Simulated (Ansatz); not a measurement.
# TaSi2: compression at zero temperature

One table from this session's results is given with a row withheld; the runs are named, their logs left out.

Method: DFT PBE, scalar-relativistic, plane waves, PAW, in Ansatz 0.2.0.

1 further run of the same task is left out (set aside as unsound or not needed).

### Starting point

Symmetry: P6_422, No. 181, hexagonal system. The conventional cell has a = 4.805 Å, b = 4.805 Å, c = 6.599 Å, α = 90.00°, β = 90.00°, γ = 120.00°. Around Ta (site symmetry 222) lie 10 Si at 2.62 to 2.84 Å. Si (site symmetry 2) is surrounded by 5 Si at 2.57 to 2.84 Å and 5 Ta at 2.62 to 2.84 Å.

Structure file:

```
CELL_PARAMETERS angstrom
4.80501 0.00000 0.00000
-2.40251 4.16126 0.00000
0.00000 0.00000 6.59864
ATOMIC_POSITIONS crystal
Ta 0.50000 0.00000 0.00000
Ta 0.50000 0.50000 0.66667
Ta 0.00000 0.50000 0.33333
Si 0.15892 0.31783 0.00000
Si 0.84108 0.15892 0.66667
Si 0.68217 0.84108 0.33333
Si 0.84108 0.68217 0.00000
Si 0.15892 0.84108 0.66667
Si 0.31783 0.15892 0.33333
```

This cell was relaxed beforehand with the same method: volume 14.66 Å³/atom, gap on the mesh none (metal).

Set-up of the first run:

File input.yaml:

```yaml
crystal:
  lattice:
    - [4.8360568252, 0.0, 0.0]
    - [-2.4180284126, 4.1881480647, 0.0]
    - [0.0, 0.0, 6.6412731389]
  atoms:
    - { symbol: Ta, position: [0.5, 0.0, 0.0] }
    - { symbol: Ta, position: [0.5, 0.5, 0.6666666667] }
    - { symbol: Ta, position: [0.0, 0.5, 0.3333333333] }
    - { symbol: Si, position: [0.1589152983, 0.3178305965, 0.0] }
    - { symbol: Si, position: [0.8410847017, 0.1589152983, 0.6666666667] }
    - { symbol: Si, position: [0.6821694035, 0.8410847017, 0.3333333333] }
    - { symbol: Si, position: [0.8410847017, 0.6821694035, 0.0] }
    - { symbol: Si, position: [0.1589152983, 0.8410847017, 0.6666666667] }
    - { symbol: Si, position: [0.3178305965, 0.1589152983, 0.3333333333] }
basis:
  ecutwfc: 420
kpoints:
  mp_grid: { grid: [9, 9, 6] }
hamiltonian:
  xc: pbe
scf:
  occupations: { method: gaussian, width: 0.1 }
output:
  forces: true
  stress: true
  eigenvalues: true
relax:
  adjacent_minimum: "off"
  f_tol: 0.008
  max_steps: 50
  cell: { stress_tol: 0.08, p_target: -2.0 }
```

Steps of the session up to this table: Relaxing at -2 GPa; Target pressure 2 GPa; Relaxing at 5 GPa; Relaxing at 10 GPa; Target pressure 20 GPa.

One table of the session follows, with a row left open; its other results are not shown here.

Lengths are those of the vectors of the cell that was run:

```
P (GPa)  V (Å³/atom)  a (Å)  b (Å)  c (Å)  ΔH (eV/atom)
     -2        14.83  4.825  4.825  6.618        -0.184
      0        14.66  4.805  4.805  6.599         0.000
      2            ?      ?      ?      ?             ?
      5        14.29  4.759  4.759  6.555         0.451
     10        13.96  4.718  4.718  6.515         0.892
     20        13.40  4.648  4.648  6.444         1.745
```

Q: Estimate the row for P (GPa) = 2 from the others.

Worked estimate for «V (Å³/atom)». A straight line through the neighbours (0, 14.66) and (5, 14.29) gives 14.66 + (14.29 − 14.66) × (2 − 0) / (5 − 0) = 14.51; a parabola fitted to 4 rows on both sides gives 14.51.

**Answer.** V (Å³/atom): 14.51; a (Å): 4.786; b (Å): 4.786; c (Å): 6.581; ΔH (eV/atom): 0.182. In «V (Å³/atom)» the line misses by 0.00 and the parabola by 0.00.

ΔH is E + PV over the energy at zero pressure; a, b and c are the vectors of the computed cell. 

Caveats from the session: Other structures may take over in this range; these runs cannot find them.
